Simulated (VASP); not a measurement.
# Cu (Fm-3m) in VASP: notebook, part 2 of 2

VASP 6.6.1. The steps go on from the part before.

### 5 Single point, PBE (a relaxed cell with its volume scaled by 1.09)

INCAR reads:

```
SYSTEM = Cu
PREC = Accurate
ENCUT = 520
EDIFF = 1E-7
ISMEAR = 0
SIGMA = 0.3
LREAL = .FALSE.
LASPH = .TRUE.
NELM = 60
ALGO = Normal
ISIF = 2
LWAVE = .FALSE.
LCHARG = .FALSE.
GGA = PE
NBANDS = 12
```

KPOINTS reads:

```
regular mesh
0
G
  20 20 20
  0 0 0
```

POSCAR reads:

```
Cu                                      
1.0
    0.0000000000      1.8704007348      1.8704007348
    1.8704007348     -0.0000000000      1.8704007348
    1.8704007348      1.8704007348      0.0000000000
  Cu            
     1
Direct
     1.0000000000000000    0.0000000000000000    0.0000000000000000
```

Potentials or basis: VASP PAW PBE potentials, release 64 (Cu).

Started as:

```
cat potpaw_PBE.64/Cu/POTCAR > POTCAR
mpirun -np 1 vasp_std > vasp.out
```

OUTCAR:

```text
SYSTEM = Cu
   PREC = Accurate
   ENCUT = 520
   EDIFF = 1E-7
   ISMEAR = 0
   LREAL = .FALSE.
   LASPH = .TRUE.
   NELM = 60
   ISIF = 2
   GGA = PE

 ion  position               nearest neighbor table
   1  0.000  0.000  0.000-

  LATTYP: Found a face centered cubic cell.
 ALAT       =     3.7408014696

  Lattice vectors:

 A1 = (   0.0000000000,   1.8704007348,   1.8704007348)
 A2 = (   1.8704007348,   0.0000000000,   1.8704007348)
 A3 = (   1.8704007348,   1.8704007348,   0.0000000000)

Analysis of symmetry for initial positions (statically):
=====================================================================
 Subroutine PRICEL returns:
 Original cell was already a primitive cell.

 Routine SETGRP: Setting up the symmetry group for a
 face centered cubic supercell.

 Subroutine GETGRP returns: Found 48 space group operations
 (whereof 48 operations were pure point group operations)
 out of a pool of 48 trial point group operations.

The static configuration has the point symmetry O_h .

Analysis of symmetry for dynamics (positions and initial velocities):
=====================================================================
 Subroutine PRICEL returns:
 Original cell was already a primitive cell.

 Routine SETGRP: Setting up the symmetry group for a
 face centered cubic supercell.

 Subroutine GETGRP returns: Found 48 space group operations
 (whereof 48 operations were pure point group operations)
 out of a pool of 48 trial point group operations.

The dynamic configuration has the point symmetry O_h .

 Subroutine INISYM returns: Found 48 space group operations
 (whereof 48 operations are pure point group operations),
 and found     1 'primitive' translations

----------------------------------------------------------------------------------------

                                     Primitive cell

  volume of cell :      13.0868

  direct lattice vectors                    reciprocal lattice vectors
     0.000000000  1.870400735  1.870400735    -0.267322393  0.267322393  0.267322393
     1.870400735  0.000000000  1.870400735     0.267322393 -0.267322393  0.267322393
     1.870400735  1.870400735  0.000000000     0.267322393  0.267322393 -0.267322393

  length of vectors
     2.645146086  2.645146086  2.645146086     0.463015966  0.463015966  0.463015966

  position of ions in fractional coordinates (direct lattice)
     0.000000000  0.000000000  0.000000000

  ion indices of the primitive-cell ions
   primitive index   ion index
                 1           1

----------------------------------------------------------------------------------------

 KPOINTS: regular mesh

Automatic generation of k-mesh.
 Grid dimensions read from file:
 generate k-points for:   20   20   20

 Generating k-lattice:

  Cartesian coordinates                     Fractional coordinates (reciprocal lattice)
    -0.013366120  0.013366120  0.013366120     0.050000000  0.000000000  0.000000000
     0.013366120 -0.013366120  0.013366120     0.000000000  0.050000000  0.000000000
     0.013366120  0.013366120 -0.013366120     0.000000000  0.000000000  0.050000000

  Length of vectors
     0.023150798  0.023150798  0.023150798

  Shift w.r.t. Gamma in fractional coordinates (k-lattice)
     0.000000000  0.000000000  0.000000000

 Subroutine IBZKPT returns following result:
 ===========================================

 Found    256 irreducible k-points:

 Following reciprocal coordinates:
            Coordinates               Weight
  0.000000  0.000000  0.000000      1.000000
  0.050000  0.000000  0.000000      8.000000
  0.100000  0.000000  0.000000      8.000000
  0.150000  0.000000  0.000000      8.000000
  0.200000  0.000000  0.000000      8.000000
  0.250000  0.000000  0.000000      8.000000
[... 16 lines left out ...]
 -0.400000  0.050000  0.000000     24.000000
 -0.350000  0.050000  0.000000     24.000000
 [... further k-points ...]
   k-points           NKPTS =    256   k-points in BZ     NKDIM =    256   number of bands    NBANDS=     12
   number of dos      NEDOS =    301   number of ions     NIONS =      1
   total plane-waves  NPLWV =   8000
   dimension x,y,z NGX =    20 NGY =   20 NGZ =   20
   dimension x,y,z NGXF=    40 NGYF=   40 NGZF=   40
   ions per type =               1
   NGX,Y,Z   is equivalent  to a cutoff of  12.57, 12.57, 12.57 a.u.
   NGXF,Y,Z  is equivalent  to a cutoff of  25.14, 25.14, 25.14 a.u.
 SYSTEM =  Cu
   PREC   = accura    normal or accurate (medium, high low for compatibility)
   ISTART =      0    job   : 0-new  1-cont  2-samecut
   ICHARG =      2    charge: 1-file 2-atom 10-const
   ISPIN  =      1    spin polarized calculation?
   LNONCOLLINEAR =      F non collinear calculations
   LSORBIT =      F    spin-orbit coupling
   LASPH  =      T    aspherical Exc in radial PAW
   ENCUT  =  520.0 eV  38.22 Ry    6.18 a.u.   4.92  4.92  4.92*2*pi/ulx,y,z
   NELM   =     60;   NELMIN=  2; NELMDL= -5     # of ELM steps
   EDIFF  = 0.1E-06   stopping-criterion for ELM
   LREAL  =      F    real-space projection
   EDIFFG = 0.1E-05   stopping-criterion for IOM
   NSW    =      0    number of steps for IOM
   IBRION =     -1    ionic relax: 0-MD 1-quasi-New 2-CG
   NFREE  =      0    steps in history (QN), initial steepest desc. (CG)
   ISIF   =      2    stress and relaxation
   ISYM   =      2    0-nonsym 1-usesym 2-fastsym
   POTIM  = 0.5000    time-step for ionic-motion
   TEBEG  =    0.0;   TEEND  =   0.0 temperature during run
   PSTRESS=    0.0 pullay stress
   NELECT =      11.0000    total number of electrons
   NUPDOWN=      -1.0000    fix difference up-down
   EMIN   =  10.00;   EMAX   =-10.00  energy-range for DOS
   EFERMI =   0.00;   METHOD = LEGACY
   ISMEAR =     0;   SIGMA  =   0.30  broadening in eV -4-tet -1-fermi 0-gaus
   EFERMI_NEDOS =   21; number of points for ismear=-14 and -15
   IALGO  =     38    algorithm
   IMIX   =      4    mixing-type and parameters
     AMIX     =   0.40;   BMIX     =  1.00
     AMIX_MAG =   1.60;   BMIX_MAG =  1.00
  volume/ion in A,a.u.               =      13.09        88.31
  Fermi-wavevector in a.u.,A,eV,Ry     =   1.544997  2.919622 32.477334  2.387017
  Thomas-Fermi vector in A             =   2.650439
   LORBIT       =      0    0 simple, 1 ext, 2 COOP (PROOUT), +10 PAW based schemes
   GGA     = PE    functional components
   LHFCALC =     F    Hartree Fock is set to
   AEXX    =    0.0000 exact exchange contribution
   IVDW    =     0    specifies the selected vdW correction
   LEPSILON=     F    determine dielectric tensor
   LRPA    =     F    only Hartree local field effects (RPA)
 non-spin polarized calculation
 Gauss-broadening in eV      SIGMA  =   0.30
  energy-cutoff  :      520.00
  volume of cell :       13.09
 maximum number of plane-waves:       364
   NGX =  9   NGY =  9   NGZ =  9

 number of electron      11.0000008 magnetization

 Free energy of the ion-electron system (eV)
  ---------------------------------------------------
  ext. energy  EPLUGINS =         0.00000000
  ---------------------------------------------------
  free energy    TOTEN  =        -3.70040303 eV

  energy without entropy =       -3.68717086  energy(sigma->0) =       -3.69378695

 E-fermi :   6.3833     XC(G=0): -12.1415

 val. band max:        6.3589234110   @ k =   0.5000   0.3500   0.1500
 cond. band min:       6.4154689371   @ k =  -0.4500   0.1000   0.0500
 fundamental gap:      0.0565455262
 Fermi energy:         6.3832766978

 k-point     1 :       0.0000    0.0000    0.0000
  band No.  band energies     occupation
      1      -2.2178      2.00000
      2       3.6465      2.00000
      3       3.6465      2.00000
      4       3.6465      2.00000
      5       4.3467      2.00000
      6       4.3467      2.00000
      7      28.1470      0.00000
      8      30.0136      0.00000
      9      30.0136      0.00000
     10      30.0136      0.00000
     11      32.4660      0.00000
     12      32.4660      0.00000
[... 331 lines left out ...]
 k-point    24 :      -0.3500    0.0500    0.0000
  band No.  band energies     occupation
      1       1.3880      2.00000
      2       3.6716      2.00000
      3       3.7052      2.00000
      4       3.8635      2.00000
      5       4.6181      2.00000
      6       4.8705      2.00000
      7      13.0838      0.00000
      8      24.9879      0.00000
      9      27.4860      0.00000
     10      27.8873      0.00000
     11      30.4187      0.00000
     12      31.9883      0.00000

 [... further k-points ...]
[... 5 lines left out ...]
  --------------------------------------------------------------------------------------
  -------------------------------------------------------------------------------------
  Total       -0.7824371     -0.7824371     -0.7824371      0.0000000      0.0000000      0.0000000
  in kB      -95.7912970    -95.7912970    -95.7912970      0.0000000      0.0000000      0.0000000
  external PRESSURE =     -95.7912970 kB  Pullay stress =       0.0000000 kB

 VOLUME and BASIS-vectors are now :
 -----------------------------------------------------------------------------
  energy-cutoff  :      520.00
  volume of cell :       13.09
      direct lattice vectors                 reciprocal lattice vectors
     0.000000000  1.870400735  1.870400735    -0.267322393  0.267322393  0.267322393
     1.870400735  0.000000000  1.870400735     0.267322393 -0.267322393  0.267322393
     1.870400735  1.870400735  0.000000000     0.267322393  0.267322393 -0.267322393

 POSITION                                       TOTAL-FORCE (eV/Angst)
 -----------------------------------------------------------------------------------
      0.00000      0.00000      0.00000         0.000000      0.000000     -0.000000
 -----------------------------------------------------------------------------------
    total drift:                                0.000000      0.000000      0.000000

  FREE ENERGIE OF THE ION-ELECTRON SYSTEM (eV)
  ---------------------------------------------------
  free  energy   TOTEN  =        -3.7004030313 eV

  energy  without entropy=       -3.6871708595  energy(sigma->0) =       -3.69378695
```

stdout:

```text
POSCAR found type information on POSCAR Cu
 POSCAR found :  1 types and       1 ions
 scaLAPACK will be used
 LDA part: xc-table for (Slater+PW92), standard interpolation
 POSCAR, INCAR and KPOINTS ok, starting setup
 FFT: planning ... GRIDC
 FFT: planning ... GRID_SOFT
 FFT: planning ... GRID
 WAVECAR not read
 entering main loop
```

Run time: 20 s. Hardware: 1 thread of Intel Xeon Platinum 8488C (Sapphire Rapids), shared host; peak memory 0.15 GiB.

Results:

| Quantity | Value |
| --- | --- |
| Free energy | -3.7004 eV |
| Pressure | -9.6 GPa |
| Band gap on the k mesh | none (metal or under the smearing width) |

### 6 Overview

```csv
cell,gap on the mesh (eV),pressure (GPa)
a relaxed cell with its volume scaled by 0.94,none,10.0
a relaxed cell with its volume scaled by 1.06,none,-7.0
a relaxed cell with its volume scaled by 0.91,none,16.5
a relaxed cell with its volume scaled by 1.09,none,-9.6
```

Alike in all rows: task single point; level PBE; potentials or basis VASP PAW PBE potentials, release 64 (Cu); no spin polarisation; k mesh 20 × 20 × 20; cutoff (eV) 520; smearing gaussian 0.3 eV.

Caveats: so large a pressure means that the cell lies far from this level's equilibrium, or that cutoff or potentials fall short (some runs).

Absolute energies hang on the potentials; compare differences alone.
